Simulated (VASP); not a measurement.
Here is a VASP 6.6.1 calculation.

Contents of POSCAR:

```
NiO                                     
1.0
    0.0000000000      2.0537425824      2.0537425824
    2.0537425824      0.0000000000      2.0537425824
    4.1029001742      2.0491575919     -2.0491575919
  Ni              O             
     2     2
Direct
     0.0000000000000000    0.0000000000000000    0.0000000000000000
     0.5000000000000000    0.0000000000000000    0.5000000000000000
     0.7500000000000000    0.5000000000000000    0.2500000000000000
     0.2500000000000000    0.5000000000000000    0.7500000000000000
```

Contents of INCAR.step1:

```
  ALGO = Normal
  EDIFF = 1E-7
  ENCUT = 520
  GGA = PS
  ISIF = 2
  ISMEAR = 0
  ISPIN = 2
  LASPH = True
  LCHARG = True
  LDAU = True
  LDAUJ = 0 0
  LDAUL = 2 -1
  LDAUPRINT = 1
  LDAUTYPE = 2
  LDAUU = 6.2 0
  LMAXMIX = 4
  LORBIT = 11
  LREAL = False
  LWAVE = False
  MAGMOM = 2 -2 0 0
  NELM = 120
  PREC = Accurate
  SIGMA = 0.02
```

File KPOINTS.step1:

```
k-points
0
Gamma
  12 12 12
```

Contents of INCAR.step2:

```
  ALGO = Normal
  EDIFF = 1E-7
  ENCUT = 520
  GGA = PS
  ICHARG = 11
  ISIF = 2
  ISMEAR = 0
  ISPIN = 2
  LASPH = True
  LCHARG = False
  LDAU = True
  LDAUJ = 0 0
  LDAUL = 2 -1
  LDAUPRINT = 1
  LDAUTYPE = 2
  LDAUU = 6.2 0
  LMAXMIX = 4
  LORBIT = 11
  LREAL = False
  LWAVE = False
  MAGMOM = 2 -2 0 0
  NELM = 120
  PREC = Accurate
  SIGMA = 0.05
```

KPOINTS.step2

```
path GLB1,BZGX,QFP1Z,LP
20
line-mode
reciprocal
 0.0000000000  0.0000000000  0.0000000000  G
-0.5000000000  0.0000000000  0.0000000000  L

-0.5000000000  0.0000000000  0.0000000000  L
-0.3125000000  0.3750000000  0.1875000000  B1

-0.3125000000  0.3125000000 -0.1875000000  B
 0.0000000000  0.0000000000 -0.5000000000  Z

 0.0000000000  0.0000000000 -0.5000000000  Z
 0.0000000000  0.0000000000  0.0000000000  G

 0.0000000000  0.0000000000  0.0000000000  G
-0.3437500000  0.3437500000  0.3437500000  X

-0.3125000000  0.3437500000  0.0000000000  Q
 0.0000000000  0.5000000000  0.0000000000  F

 0.0000000000  0.5000000000  0.0000000000  F
 0.0000000000  0.4687500000 -0.1875000000  P1

 0.0000000000  0.4687500000 -0.1875000000  P1
 0.0000000000  0.0000000000 -0.5000000000  Z

-0.5000000000  0.0000000000  0.0000000000  L
-0.4687500000  0.0000000000 -0.3437500000  P
```

Potentials or basis: VASP PAW PBE potentials, release 64 (Ni, O).

Run with:

```console
$ cat potpaw_PBE.64/Ni/POTCAR potpaw_PBE.64/O/POTCAR > POTCAR
$ cp INCAR.step1 INCAR
$ cp KPOINTS.step1 KPOINTS
$ mpirun -np 1 vasp_std > vasp.out
$ cp INCAR.step2 INCAR
$ cp KPOINTS.step2 KPOINTS
$ mpirun -np 1 vasp_std > vasp.out
```

Problem. What does it give for the band gap on the k mesh?

Solution. 3.53 eV.

Problem. Predict the net moment.

Solution. 0.00 μB per cell.

Levels at the corners of the path, in eV from the valence-band top:
Spin up:
| point | band 13 | band 14 | band 15 | band 16 | band 17 | band 18 | band 19 | band 20 |
| --- | --- | --- | --- | --- | --- | --- | --- | --- |
| Γ | -0.98 | -0.96 | -0.85 | -0.85 | 3.74 | 4.27 | 4.27 | 7.39 |
| L | -1.75 | -1.69 | -1.20 | -0.61 | 4.15 | 4.22 | 9.46 | 9.72 |
| L | -1.75 | -1.69 | -1.20 | -0.61 | 4.15 | 4.22 | 9.46 | 9.72 |
| B1 | -1.98 | -1.81 | -1.10 | -0.87 | 4.19 | 4.27 | 10.33 | 10.48 |
| B | -1.98 | -1.81 | -1.10 | -0.87 | 4.19 | 4.28 | 10.33 | 10.48 |
| Z | -1.56 | -1.56 | 0.00 | 0.00 | 4.08 | 4.08 | 6.41 | 6.53 |
| Z | -1.56 | -1.56 | 0.00 | 0.00 | 4.08 | 4.08 | 6.41 | 6.53 |
| Γ | -0.98 | -0.96 | -0.85 | -0.85 | 3.74 | 4.27 | 4.27 | 7.39 |
| Γ | -0.98 | -0.96 | -0.85 | -0.85 | 3.74 | 4.27 | 4.27 | 7.39 |
| X | -1.97 | -1.78 | -1.13 | -0.93 | 4.19 | 4.27 | 10.50 | 10.56 |
| Q | -1.97 | -1.78 | -1.13 | -0.93 | 4.19 | 4.27 | 10.50 | 10.56 |
| F | -2.43 | -1.75 | -0.73 | -0.54 | 4.45 | 4.65 | 7.41 | 8.24 |
| F | -2.43 | -1.75 | -0.73 | -0.54 | 4.45 | 4.65 | 7.41 | 8.24 |
| P1 | -2.01 | -1.72 | -0.77 | -0.70 | 4.40 | 4.44 | 7.98 | 8.51 |
| P1 | -2.01 | -1.72 | -0.77 | -0.70 | 4.40 | 4.44 | 7.98 | 8.51 |
| Z | -1.56 | -1.56 | 0.00 | 0.00 | 4.08 | 4.08 | 6.41 | 6.53 |
| L | -1.75 | -1.69 | -1.20 | -0.61 | 4.15 | 4.22 | 9.46 | 9.72 |
| P | -2.01 | -1.72 | -0.77 | -0.70 | 4.40 | 4.44 | 7.98 | 8.51 |
Spin down:
```
point  band 13  band 14  band 15  band 16  band 17  band 18  band 19  band 20
    Γ    -0.98    -0.96    -0.85    -0.85     3.74     4.27     4.27     7.39
    L    -1.75    -1.69    -1.20    -0.61     4.15     4.22     9.46     9.72
    L    -1.75    -1.69    -1.20    -0.61     4.15     4.22     9.46     9.72
   B1    -1.98    -1.81    -1.10    -0.87     4.19     4.27    10.33    10.48
    B    -1.98    -1.81    -1.10    -0.87     4.19     4.28    10.33    10.48
    Z    -1.56    -1.56     0.00     0.00     4.08     4.08     6.41     6.53
    Z    -1.56    -1.56     0.00     0.00     4.08     4.08     6.41     6.53
    Γ    -0.98    -0.96    -0.85    -0.85     3.74     4.27     4.27     7.39
    Γ    -0.98    -0.96    -0.85    -0.85     3.74     4.27     4.27     7.39
    X    -1.97    -1.78    -1.13    -0.93     4.19     4.27    10.50    10.56
    Q    -1.97    -1.78    -1.13    -0.93     4.19     4.27    10.50    10.56
    F    -2.43    -1.75    -0.73    -0.54     4.45     4.65     7.41     8.24
    F    -2.43    -1.75    -0.73    -0.54     4.45     4.65     7.41     8.24
   P1    -2.01    -1.72    -0.77    -0.70     4.40     4.44     7.98     8.51
   P1    -2.01    -1.72    -0.77    -0.70     4.40     4.44     7.98     8.51
    Z    -1.56    -1.56     0.00     0.00     4.08     4.08     6.41     6.53
    L    -1.75    -1.69    -1.20    -0.61     4.15     4.22     9.46     9.72
    P    -2.01    -1.72    -0.77    -0.70     4.40     4.44     7.98     8.51
```

Caveat: the log is that of the step along the path at fixed density, whose energy, stress, charges and moments have no meaning. The state reached can hang on the start; a lower one may exist.
